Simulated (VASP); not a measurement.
# CdTe (F-43m) in VASP: further runs

The runs below take CdTe through dielectric tensor, band structure, with PBE, r2SCAN, TB-mBJ.

Program: VASP 6.6.1. These are calculated values, not measurements. Logs are shortened: lines on timing, memory, paths and dates and some standing lists are left out, and cuts for length are marked.

**Experimental background.**

A printed reference work, data compilation reports, for a bulk crystal of CdTe at 0 K: band gap 1.607 eV.

The results are compared with them further down.

### Step 1. The crystal as given

Symmetry: F-43m, No. 216, cubic system. Conventional cell: a = 6.410 Å, b = 6.410 Å, c = 6.410 Å, α = 90.00°, β = 90.00°, γ = 90.00°. Around Te (site symmetry -43m) lie 4 Cd at 2.78 Å. Cd (site symmetry -43m) has 4 Te at 2.78 Å as nearest neighbours.

### Step 2. Dielectric tensor, PBE

INCAR

```
  PREC = Accurate
  ENCUT = 300
  EDIFF = 1E-8
  ISMEAR = 0
  SIGMA = 0.01
  LREAL = F
  LASPH = T
  NELM = 100
  ALGO = Normal
  ISIF = 2
  LWAVE = F
  LCHARG = F
  GGA = PE
  LEPSILON = T
```

KPOINTS

```
Automatic mesh
0
Gamma
  10 10 10
```

POSCAR

```
CdTe
1.0
    0.0000000000      3.2050000000      3.2050000000
    3.2050000000      0.0000000000      3.2050000000
    3.2050000000      3.2050000000      0.0000000000
Te Cd
1 1
Direct
    0.7500000000      0.7500000000      0.7500000000
    0.0000000000      0.0000000000      0.0000000000
```

Potentials or basis: VASP PAW PBE potentials, release 64 (Te, Cd).

Started as:

```
> cat potpaw_PBE.64/Te/POTCAR potpaw_PBE.64/Cd/POTCAR > POTCAR
> mpirun -np 1 vasp_std > vasp.out
```

OUTCAR:

```text
PREC = Accurate
   ENCUT = 300
   EDIFF = 1E-8
   ISMEAR = 0
   LREAL = F
   LASPH = T
   NELM = 100
   ISIF = 2
   GGA = PE
   LEPSILON = T

 Found     47 irreducible k-points:

 Following reciprocal coordinates:
            Coordinates               Weight
  0.000000  0.000000  0.000000      1.000000
  0.100000  0.000000  0.000000      8.000000
  0.200000  0.000000  0.000000      8.000000
  0.300000  0.000000  0.000000      8.000000
  0.400000  0.000000  0.000000      8.000000
  0.500000  0.000000  0.000000      4.000000
   k-points           NKPTS =     47   k-points in BZ     NKDIM =     47   number of bands    NBANDS=     13
   number of dos      NEDOS =    301   number of ions     NIONS =      2
   total plane-waves  NPLWV =  21952
   dimension x,y,z NGX =    28 NGY =   28 NGZ =   28
   dimension x,y,z NGXF=    56 NGYF=   56 NGZF=   56
   ions per type =               1   1
   NGX,Y,Z   is equivalent  to a cutoff of  10.27, 10.27, 10.27 a.u.
   NGXF,Y,Z  is equivalent  to a cutoff of  20.54, 20.54, 20.54 a.u.
 SYSTEM =  unknown system
   PREC   = accura    normal or accurate (medium, high low for compatibility)
   ISTART =      0    job   : 0-new  1-cont  2-samecut
   ICHARG =      2    charge: 1-file 2-atom 10-const
   ISPIN  =      1    spin polarized calculation?
   LNONCOLLINEAR =      F non collinear calculations
   LSORBIT =      F    spin-orbit coupling
   LASPH  =      T    aspherical Exc in radial PAW
   ENCUT  =  300.0 eV  22.05 Ry    4.70 a.u.   6.40  6.40  6.40*2*pi/ulx,y,z
   NELM   =    100;   NELMIN=  2; NELMDL= -5     # of ELM steps
   EDIFF  = 0.1E-07   stopping-criterion for ELM
   LREAL  =      F    real-space projection
   EDIFFG = 0.1E-06   stopping-criterion for IOM
   NSW    =      0    number of steps for IOM
   IBRION =     -1    ionic relax: 0-MD 1-quasi-New 2-CG
   NFREE  =      0    steps in history (QN), initial steepest desc. (CG)
   ISIF   =      2    stress and relaxation
   ISYM   =      2    0-nonsym 1-usesym 2-fastsym
   POTIM  = 0.5000    time-step for ionic-motion
   TEBEG  =    0.0;   TEEND  =   0.0 temperature during run
   PSTRESS=    0.0 pullay stress
   NELECT =      18.0000    total number of electrons
   NUPDOWN=      -1.0000    fix difference up-down
   EMIN   =  10.00;   EMAX   =-10.00  energy-range for DOS
   EFERMI =   0.00;   METHOD = LEGACY
   ISMEAR =     0;   SIGMA  =   0.01  broadening in eV -4-tet -1-fermi 0-gaus
   EFERMI_NEDOS =   21; number of points for ismear=-14 and -15
   IALGO  =     38    algorithm
   IMIX   =      4    mixing-type and parameters
     AMIX     =   0.40;   BMIX     =  1.00
     AMIX_MAG =   1.60;   BMIX_MAG =  1.00
  volume/ion in A,a.u.               =      32.92       222.17
  Fermi-wavevector in a.u.,A,eV,Ry     =   1.062497  2.007828 15.359610  1.128899
  Thomas-Fermi vector in A             =   2.197950
   LORBIT       =      0    0 simple, 1 ext, 2 COOP (PROOUT), +10 PAW based schemes
   GGA     = PE    functional components
   LHFCALC =     F    Hartree Fock is set to
   AEXX    =    0.0000 exact exchange contribution
   IVDW    =     0    specifies the selected vdW correction
   LEPSILON=     T    determine dielectric tensor
   LRPA    =     F    only Hartree local field effects (RPA)
 non-spin polarized calculation
 Gauss-broadening in eV      SIGMA  =   0.01
  energy-cutoff  :      300.00
  volume of cell :       65.84
 maximum number of plane-waves:       794
 NGX is ok and might be reduce to    28
   NGX = 13   NGY = 13   NGZ = 13

--------------------------------------- Ionic step        1  -------------------------------------------

 number of electron      18.0000011 magnetization

 E-fermi :   2.7610     XC(G=0):  -8.7329

 val. band max:        2.6576668421   @ k =   0.0000   0.0000   0.0000
 cond. band min:       3.5248482373   @ k =   0.0000   0.0000   0.0000
 fundamental gap:      0.8671813952
 Fermi energy:         2.7609730289

 k-point     1 :       0.0000    0.0000    0.0000
  band No.  band energies     occupation
      1      -8.7148      2.00000
      2      -5.7304      2.00000
      3      -5.7304      2.00000
      4      -5.7304      2.00000
      5      -5.4431      2.00000
      6      -5.4431      2.00000
      7       2.6577      2.00000
      8       2.6577      2.00000
      9       2.6577      2.00000
     10       3.5248      0.00000
     11       7.2311      0.00000
     12       7.2311      0.00000
     13       7.2311      0.00000

 k-point     2 :       0.1000    0.0000    0.0000
  band No.  band energies     occupation
      1      -8.6738      2.00000
      2      -5.7224      2.00000
      3      -5.7224      2.00000
      4      -5.7009      2.00000
      5      -5.4438      2.00000
      6      -5.4438      2.00000
      7       1.7268      2.00000
      8       2.5597      2.00000
      9       2.5597      2.00000
     10       4.2207      0.00000
     11       7.2025      0.00000
     12       7.3802      0.00000
     13       7.3802      0.00000

 k-point     3 :       0.2000    0.0000    0.0000
  band No.  band energies     occupation
      1      -8.5655      2.00000
      2      -5.7024      2.00000
      3      -5.7024      2.00000
      4      -5.6028      2.00000
      5      -5.4444      2.00000
      6      -5.4444      2.00000
      7       0.4505      2.00000
      8       2.3278      2.00000
      9       2.3278      2.00000
     10       4.6747      0.00000
     11       7.6236      0.00000
     12       7.6851      0.00000
     13       7.6851      0.00000

 k-point     4 :       0.3000    0.0000    0.0000
  band No.  band energies     occupation
      1      -8.4316      2.00000
      2      -5.6804      2.00000
      3      -5.6804      2.00000
      4      -5.4418      2.00000
      5      -5.4418      2.00000
      6      -5.4215      2.00000
      7      -0.7240      2.00000
      8       2.0776      2.00000
      9       2.0776      2.00000
     10       4.6598      0.00000
     11       7.8608      0.00000
     12       7.8608      0.00000
     13       8.6456      0.00000

 k-point     5 :       0.4000    0.0000    0.0000
  band No.  band energies     occupation
      1      -8.3247      2.00000
      2      -5.6655      2.00000
      3      -5.6655      2.00000
      4      -5.4362      2.00000
      5      -5.4362      2.00000
      6      -5.1897      2.00000
      7      -1.6119      2.00000
      8       1.8961      2.00000
      9       1.8961      2.00000
     10       4.5506      0.00000
     11       7.8551      0.00000
     12       7.8551      0.00000
     13       9.5737      0.00000

 k-point     6 :       0.5000    0.0000    0.0000
  band No.  band energies     occupation
      1      -8.2845      2.00000
      2      -5.6606      2.00000
      3      -5.6606      2.00000
      4      -5.4331      2.00000
      5      -5.4331      2.00000
      6      -5.0652      2.00000
      7      -1.9651      2.00000
      8       1.8307      2.00000
      9       1.8307      2.00000
     10       4.5041      0.00000
     11       7.8286      0.00000
     12       7.8286      0.00000
     13       9.7579      0.00000

 [... further k-points ...]

  FORCE on cell =-STRESS in cart. coord.  units (eV):
  Direction    XX          YY          ZZ          XY          YZ          ZX
  --------------------------------------------------------------------------------------
  -------------------------------------------------------------------------------------
  Total        1.7958787      1.7958787      1.7958787      0.0000000      0.0000000      0.0000000
  in kB       43.6991993     43.6991993     43.6991993      0.0000000      0.0000000      0.0000000
  external PRESSURE =      43.6991993 kB  Pullay stress =       0.0000000 kB

 VOLUME and BASIS-vectors are now :
 -----------------------------------------------------------------------------
  energy-cutoff  :      300.00
  volume of cell :       65.84
      direct lattice vectors                 reciprocal lattice vectors
     0.000000000  3.205000000  3.205000000    -0.156006240  0.156006240  0.156006240
     3.205000000  0.000000000  3.205000000     0.156006240 -0.156006240  0.156006240
     3.205000000  3.205000000  0.000000000     0.156006240  0.156006240 -0.156006240

 POSITION                                       TOTAL-FORCE (eV/Angst)
 -----------------------------------------------------------------------------------
      4.80750      4.80750      4.80750         0.000000      0.000000      0.000000
      0.00000      0.00000      0.00000        -0.000000     -0.000000     -0.000000
 -----------------------------------------------------------------------------------
    total drift:                                0.000002      0.000002      0.000003

  FREE ENERGIE OF THE ION-ELECTRON SYSTEM (eV)
  ---------------------------------------------------
  free  energy   TOTEN  =        -4.7253255993 eV

  energy  without entropy=       -4.7253255993  energy(sigma->0) =       -4.72532560

 HEAD OF MICROSCOPIC STATIC DIELECTRIC TENSOR (INDEPENDENT PARTICLE, excluding Hartree and local field effects)
 ------------------------------------------------------
           9.466388     0.000000     0.000000
           0.000000     9.466388    -0.000000
           0.000000     0.000000     9.466388
 ------------------------------------------------------

 Free energy of the ion-electron system (eV)
  ---------------------------------------------------
  ---------------------------------------------------
  free energy    TOTEN  =        -1.59211507 eV

  energy without entropy =       -1.59211507

------------------------ aborting loop because EDIFF is reached ----------------------------------------

--------------------------------------- Ionic step        2  -------------------------------------------

------------------------ aborting loop because EDIFF is reached ----------------------------------------

--------------------------------------- Ionic step        3  -------------------------------------------

 Free energy of the ion-electron system (eV)
  ---------------------------------------------------
  ---------------------------------------------------
  free energy    TOTEN  =        -1.59211641 eV

  energy without entropy =       -1.59211641

------------------------ aborting loop because EDIFF is reached ----------------------------------------

 PIEZOELECTRIC TENSOR FIELD DIRECTION 3  (e Angst)
 -----------------------------------------------------------------------------
    -0.00156  2.42467  0.00000           (  0.00000 -0.06724  0.00000)
     2.42467 -0.00156  0.00000           ( -0.06724  0.00000  0.00000)
     0.00000  0.00000 -0.00073           (  0.00000  0.00000  0.00000)

 PIEZOELECTRIC TENSOR FIELD DIRECTION 3  (C/m^2)
 -----------------------------------------------------------------------------
    -0.00038  0.59000  0.00000
     0.59000 -0.00038  0.00000
     0.00000  0.00000 -0.00018

 MACROSCOPIC STATIC DIELECTRIC TENSOR (including local field effects in DFT)
 ------------------------------------------------------
           9.073945    -0.000000     0.000000
          -0.000000     9.073945    -0.000000
          -0.000000    -0.000000     9.073945
 ------------------------------------------------------

 PIEZOELECTRIC TENSOR (including local field effects)  for field in x, y, z        (e  Angst)
          XX          YY          ZZ          XY          YZ          ZX
  --------------------------------------------------------------------------------
  x    -0.00000    -0.00000    -0.00000     0.00000     2.43842    -0.00000
  y     0.00000    -0.00000     0.00000     0.00000     0.00000     2.43842
  z    -0.00000    -0.00000     0.00000     2.43842     0.00000     0.00000

 PIEZOELECTRIC TENSOR (including local field effects)  for field in x, y, z        (C/m^2)
          XX          YY          ZZ          XY          YZ          ZX
  --------------------------------------------------------------------------------
  x    -0.00000    -0.00000    -0.00000     0.00000     0.59334    -0.00000
  y     0.00000    -0.00000     0.00000     0.00000     0.00000     0.59334
  z    -0.00000    -0.00000     0.00000     0.59334     0.00000     0.00000

 BORN EFFECTIVE CHARGES (including local field effects) (in |e|, cummulative output)
 ---------------------------------------------------------------------------------
 ion    1
    1    -2.14168     0.00000     0.00000
    2    -0.00000    -2.14168    -0.00000
    3    -0.00000    -0.00000    -2.14168
 ion    2
    1     2.14168    -0.00000    -0.00000
    2     0.00000     2.14168     0.00000
    3     0.00000     0.00000     2.14168
```

It took 4.1 min on 1 thread of Intel Xeon Platinum 8488C (Sapphire Rapids), shared host; peak memory 0.31 GiB.

These settings aren't checked as converged: the numbers below hold their error.

What came out:

```
Band gap on the k mesh                  : 0.87 eV, direct
Electronic dielectric tensor (diagonal) : 9.07
Born charges (mean of the diagonal)     : Te -2.14; Cd +2.14 e
```

Caveat: the cutoff is under 1.25 times the usual one of these potentials, so pressure, stress and relaxed cells hold a basis-set (Pulay) error; spin-orbit coupling is left out, which moves the levels of the heavy elements.

(Continued in part 2 of 3.)
